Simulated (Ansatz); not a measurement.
BeO (wurtzite)

```cif
data_Be2O2
_chemical_formula_sum 'Be2 O2'
_space_group_name_H-M_alt 'P63mc'
_space_group_IT_number 186
_space_group_name_Hall 'P 6c -2c'
_cell_length_a 2.69025
_cell_length_b 2.69025
_cell_length_c 4.36941
_cell_angle_alpha 90.000
_cell_angle_beta 90.000
_cell_angle_gamma 120.000
loop_
_atom_site_label
_atom_site_type_symbol
_atom_site_symmetry_multiplicity
_atom_site_Wyckoff_symbol
_atom_site_fract_x
_atom_site_fract_y
_atom_site_fract_z
_atom_site_occupancy
Be1 Be 2 b 0.66667 0.33333 0.00145 1
O1 O 2 b 0.33333 0.66667 0.12375 1
```

E(V) scan at fixed shape, V₀ the volume above. The atoms relax within the cell's symmetry.

The numbers are results of r2SCAN (plane waves to 500 eV, PAW, scalar-relativistic; Ansatz, a quantum-chemistry and plane-wave program), not measurements. k mesh 14×14×8 (Γ-centred), Fermi-Dirac smearing 0.05 eV. Energies are smeared free energies. With the shape held, the modulus is that of even scaling; a crystal free to change shape is softer. BeO was relaxed with its symmetry unable to fall. The PAW data are Ansatz's earlier set. ΔE is measured from the relaxed starting cell.

```tsv
V (Å³/atom)	ΔE (meV/atom)
5.751	161.7
5.970	97.7
6.189	52.0
6.408	21.9
6.628	5.2
6.847	0.0
7.066	4.7
7.285	17.9
7.504	38.4
7.723	65.2
7.942	97.4
```

Problem. What is the fitted pressure derivative B₀′?

Solution. 3.7.

Problem. What bulk modulus at fixed cell shape B₀ follows from a third-order Birch-Murnaghan fit?

Solution. 225 GPa. Check by three points about V = 6.847 Å³/atom, step 0.219: d²E/dV² ≈ (5.2 − 2·0.0 + 4.7) meV / 0.219² = 0.206 eV/Å⁶, and V·d²E/dV² × 160.2 = 226 GPa.

(A scan under strain: stresses follow from slopes of the energy per volume, elastic moduli from its curvatures.)
